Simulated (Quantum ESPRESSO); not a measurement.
Input of a Quantum ESPRESSO 7.5 run:

File pw.in:

```
&CONTROL
  calculation = 'scf'
  prefix = 'pwscf'
  outdir = './tmp'
  pseudo_dir = './pseudo'
  tprnfor = .true.
  tstress = .true.
  disk_io = 'low'
/
&SYSTEM
  ibrav = 0
  nat = 2
  ntyp = 2
  ecutwfc = 82
  nbnd = 17
  occupations = 'smearing'
  smearing = 'mv'
  degauss = 0.01469973
/
&ELECTRONS
  conv_thr = 4d-10
  electron_maxstep = 120
  mixing_beta = 0.3
/
ATOMIC_SPECIES
Zr    91.2240 Zr.upf
C     12.0110 C.upf
CELL_PARAMETERS angstrom
   0.0000000000    2.5455200000    2.5455200000
   2.5455200000    0.0000000000    2.5455200000
   2.5455200000    2.5455200000    0.0000000000
ATOMIC_POSITIONS crystal
Zr     0.5000000000    0.5000000000    0.5000000000
C      0.7500000000    0.7500000000    0.7500000000
K_POINTS automatic
6 6 6 0 0 0
HUBBARD {ortho-atomic}
U Zr-4d 8.0
```

The input scf2.in:

```
&CONTROL
  calculation = 'scf'
  prefix = 'pwscf'
  outdir = './tmp'
  pseudo_dir = './pseudo'
  tprnfor = .true.
  tstress = .true.
  disk_io = 'low'
/
&SYSTEM
  ibrav = 0
  nat = 2
  ntyp = 2
  ecutwfc = 82
  nbnd = 17
  occupations = 'fixed'
/
&ELECTRONS
  conv_thr = 1d-13
  electron_maxstep = 120
  mixing_beta = 0.3
  startingpot = 'file'
  startingwfc = 'file'
/
ATOMIC_SPECIES
Zr    91.2240 Zr.upf
C     12.0110 C.upf
CELL_PARAMETERS angstrom
   0.0000000000    2.5455200000    2.5455200000
   2.5455200000    0.0000000000    2.5455200000
   2.5455200000    2.5455200000    0.0000000000
ATOMIC_POSITIONS crystal
Zr     0.5000000000    0.5000000000    0.5000000000
C      0.7500000000    0.7500000000    0.7500000000
K_POINTS automatic
6 6 6 0 0 0
HUBBARD {ortho-atomic}
U Zr-4d 8.0
```

The input hp.in:

```
&INPUTHP
  prefix = 'pwscf'
  outdir = './tmp'
  nq1 = 2
  nq2 = 2
  nq3 = 2
  conv_thr_chi = 1d-06
  niter_max = 80
  iverbosity = 1
  alpha_mix(1) = 0.3
/
```

Potentials or basis: PseudoDojo 0.4.1 SR LDA standard.

The run is started by

```console
$ OMP_NUM_THREADS=1 pw.x -in pw.in > pw.out
$ OMP_NUM_THREADS=1 pw.x -in scf2.in > scf2.out
$ OMP_NUM_THREADS=1 hp.x -in hp.in > hp.out
```

Predict the Hubbard U from linear response.

2.18 eV.

Estimate the pressure.

4.5 GPa.

Predict the band gap on the k mesh.

0.72 eV, direct.

Eigenvalues of the final occupation matrices:
```tsv
site	spin	trace	eigenvalues
Zr 1 4d	each	1.16	0.13 0.13 0.30 0.30 0.30
```

Caveat: this smearing can shift energies of a crystal with a gap; the U is typed as a test and isn't derived for this compound. A k mesh can miss the band edges.
